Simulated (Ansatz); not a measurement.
Mo: the change of pressure with volume scale

Results calculated with Ansatz 0.2.0, not measured. Periodic Kohn-Sham DFT of a crystal at fixed atoms, scaled to volume_scale times the given cell; pressure positive in compression, energy less spherical unpolarised free atoms, largest_vzz the field gradient of largest size among the nuclei.

The cell before it is scaled or strained (space group Pm-3m, No. 221):
```
Mo
1.0
      2.6049     0.0000     0.0000
      0.0000     2.6049     0.0000
      0.0000     0.0000     2.6049
Mo
1
Direct
  0.00000 0.00000 0.00000
```

Settings of every row: method frozen-core PAW; functional PBE; relativity scalar; k mesh 12x12x12; filling fermi-dirac; smearing width 0.03 eV; wave cutoff 420 eV; paw set soft_2.

Atom start moment: 0 on all atoms.

Limits: the cell comes from a prototype or a list of computed structures and needn't be the stable phase.

| row | volume scale | V (Å³/atom) | pressure (GPa) |
| --- | --- | --- | --- |
| 1 | 0.9405 | 16.624 | 13.373 |
| 2 | 0.98 | 17.322 | ? |
| 3 | 1 | 17.675 | -0.017 |
| 4 | 1.02 | 18.029 | -3.702 |
| 5 | 1.06 | 18.736 | -9.995 |

Question: what pressure should row 2 give?

Worked fit of pressure. Take u = (V_r/V)^(2/3) − 1 with V_r = 17.852 Å³ an atom, which is twice the finite (Eulerian) strain; such expansions in the strain, on which the Birch-Murnaghan equation of state is built, carry the rest volume and the bulk modulus. The shown rows have u = 0.04866, 0.00667, -0.00656, -0.03171. Least squares give pressure = −1.9068 + 278.328 × u + 733.37 × u² GPa; a straight line predicts inner rows, each left out in turn, worse (root mean square 0.74 against 0.0017 GPa). The rows lie off it by 0.000, 0.001, -0.001, 0.000. The pressure vanishes at u = 0.0067, or V = 17.67 Å³ an atom, and there the bulk modulus at fixed shape and fractions is B = −V dP/dV = (2/3)(1 + u) dP/du = 193 GPa. The withheld row has u = 0.0203, so the fit gives −1.9068 + 278.328 × (0.0203) + 733.37 × (0.0203)² = 4.045 GPa.

The calculation gave 4.067 GPa. The fit lies 0.022 GPa (0.094 % of the column's range) below it; its largest miss of a shown row is 0.001 GPa.
